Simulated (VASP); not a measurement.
A VASP 6.6.1 single-point calculation on AlN

INCAR

```
ISMEAR = -1
NBANDS = 16
LASPH = .TRUE.
EDIFF = 1E-7
NELM = 66
LREAL = .FALSE.
LWAVE = .FALSE.
PREC = Accurate
NSW = 0
IBRION = -1
ENCUT = 450
SIGMA = 0.02
GGA = PE
ISIF = 2
LCHARG = .FALSE.
```

KPOINTS

```
KPOINTS created by Atomic Simulation Environment
0
Gamma
4 4 2
0 0 0
```

POSCAR

```
Al N
 1.0000000000000000
     3.1066937601619840    0.0000000000286508   -0.0000000000000000
    -1.5533468801058046    2.6904757180645529    0.0000000000000000
    -0.0000000000000000   -0.0000000000000000    4.9785915519235582
 Al  N
   2   2
Cartesian
 -0.0000000000165415  1.7936504787192520 -0.0164068123511574
  1.5533468800727215  0.8968252393739514  2.4728889636106222
 -0.0000000000165415  1.7936504787192520  1.8833786443224920
  1.5533468800727215  0.8968252393739514  4.3726744202842713
```

The recommended PBE PAW datasets give the neutral cell 16 valence electrons.

Command

```
mpirun -np 1 vasp_std
```

OSZICAR

```
N       E                     dE             d eps       ncg     rms          rms(c)
DAV:   1     0.372214444582E+02    0.37221E+02   -0.68839E+03   256   0.809E+02
DAV:   2    -0.315902795902E+02   -0.68812E+02   -0.62968E+02   368   0.170E+02
DAV:   3    -0.345046137250E+02   -0.29143E+01   -0.29057E+01   320   0.374E+01
DAV:   4    -0.345210873665E+02   -0.16474E-01   -0.16473E-01   328   0.326E+00
DAV:   5    -0.345213001990E+02   -0.21283E-03   -0.21283E-03   304   0.369E-01    0.122E+01
DAV:   6    -0.297356166473E+02    0.47857E+01   -0.10778E+01   304   0.231E+01    0.424E+00
DAV:   7    -0.297538588869E+02   -0.18242E-01   -0.63984E-01   264   0.547E+00    0.301E+00
DAV:   8    -0.297470658021E+02    0.67931E-02   -0.60994E-02   264   0.218E+00    0.595E-01
DAV:   9    -0.297420276325E+02    0.50382E-02   -0.12499E-02   344   0.793E-01    0.250E-01
DAV:  10    -0.297427439434E+02   -0.71631E-03   -0.29214E-03   280   0.316E-01    0.143E-01
DAV:  11    -0.297426314359E+02    0.11251E-03   -0.23927E-04   288   0.110E-01    0.364E-02
DAV:  12    -0.297426345422E+02   -0.31063E-05   -0.14077E-05   296   0.299E-02    0.920E-03
DAV:  13    -0.297426339981E+02    0.54413E-06   -0.67272E-06   296   0.189E-02    0.654E-03
DAV:  14    -0.297426339295E+02    0.68552E-07   -0.50740E-07   272   0.574E-03
   1 F= -.29742634E+02 E0= -.29742634E+02  d E =-.131649E-10
```

From OUTCAR

```
k-points           NKPTS =      8   k-points in BZ     NKDIM =      8   number of bands    NBANDS=     16

   NELECT =      16.0000    total number of electrons

   dimension x,y,z NGX =    24 NGY =   24 NGZ =   36
   dimension x,y,z NGXF=    48 NGYF=   48 NGZF=   72

  energy-cutoff  :      450.00
  volume of cell :       41.61
      direct lattice vectors                 reciprocal lattice vectors
     3.106693760  0.000000000  0.000000000     0.321885605  0.185840741  0.000000000
    -1.553346880  2.690475718  0.000000000    -0.000000000  0.371681481  0.000000000
     0.000000000  0.000000000  4.978591552     0.000000000  0.000000000  0.200860020

 k-points in reciprocal lattice and weights: KPOINTS created by Atomic Simulation Env
   0.00000000  0.00000000  0.00000000       0.031
   0.25000000  0.00000000  0.00000000       0.188
   0.50000000  0.00000000  0.00000000       0.094
   0.25000000  0.25000000  0.00000000       0.188
   0.00000000  0.00000000  0.50000000       0.031
   0.25000000  0.00000000  0.50000000       0.188
   0.50000000  0.00000000  0.50000000       0.094
   0.25000000  0.25000000  0.50000000       0.188

 E-fermi :   6.6290

 k-point     1 :       0.0000    0.0000    0.0000
  band No.  band energies     occupation
      1      -9.0117      2.00000
      2      -6.8548      2.00000
      3       0.1819      2.00000
      4       5.3380      2.00000
      5       5.3380      2.00000
      6       5.9892      2.00000
      7       5.9892      2.00000
      8       6.1994      2.00000
      9      10.4375      0.00000
     10      12.8944      0.00000
     11      16.8440      0.00000
     12      17.3775      0.00000
     13      17.3775      0.00000
     14      19.3161      0.00000
     15      19.3718      0.00000
     16      19.3718      0.00000

 k-point     2 :       0.2500    0.0000    0.0000
  band No.  band energies     occupation
      1      -8.2586      2.00000
      2      -6.4817      2.00000
      3       1.0995      2.00000
      4       2.7373      2.00000
      5       3.7329      2.00000
      6       4.6295      2.00000
      7       5.7605      2.00000
      8       5.7858      2.00000
      9      12.4156      0.00000
     10      13.8213      0.00000
     11      14.3085      0.00000
     12      16.2753      0.00000
     13      17.8156      0.00000
     14      18.1623      0.00000
     15      18.3426      0.00000
     16      19.5203      0.00000

 k-point     3 :       0.5000    0.0000    0.0000
  band No.  band energies     occupation
      1      -7.0328      2.00000
      2      -6.3347      2.00000
      3       0.7319      2.00000
      4       2.0198      2.00000
      5       2.8441      2.00000
      6       4.1077      2.00000
      7       4.4164      2.00000
      8       5.5081      2.00000
      9      12.0043      0.00000
     10      12.0247      0.00000
     11      14.4133      0.00000
     12      16.5090      0.00000
     13      17.1235      0.00000
     14      18.4117      0.00000
     15      19.0496      0.00000
     16      21.3716      0.00000

 ...

  Total        0.9707775      0.9707775      0.8322597     -0.0000000      0.0000000      0.0000000
  in kB       37.3762956     37.3762956     32.0431652     -0.0000000      0.0000000      0.0000000
  external PRESSURE =      35.5985855 kB  Pullay stress =       0.0000000 kB

 POSITION                                       TOTAL-FORCE (eV/Angst)
 -----------------------------------------------------------------------------------
     -0.00000      1.79365      4.96218         0.000000     -0.000000     -0.026325
      1.55335      0.89683      2.47289         0.000000      0.000000     -0.026325
     -0.00000      1.79365      1.88338        -0.000000      0.000000      0.026325
      1.55335      0.89683      4.37267        -0.000000      0.000000      0.026325
 -----------------------------------------------------------------------------------
    total drift:                               -0.000000     -0.000000     -0.001460

  FREE ENERGIE OF THE ION-ELECTRON SYSTEM (eV)
  ---------------------------------------------------
  free  energy   TOTEN  =       -29.7426339295 eV

  energy  without entropy=      -29.7426339295  energy(sigma->0) =      -29.74263393
```

It converged. Results: gap between bands v and c on the k mesh 4.24 eV; least direct gap on the k mesh 4.24 eV; pressure 3.6 GPa; largest force 0.03 eV/Å. Band v is the last that the valence electrons fill when counted band by band, and c is the next.

These settings aren't sound, so the numbers aren't properties of the crystal.

On sound settings PBE gives a gap of 4.24 eV on its mesh and a pressure of 4.4 GPa for the intended cell.

The run took about 5.1 s on one core of a shared host (Intel Xeon Platinum 8488C) and held 0.14 GiB at most.
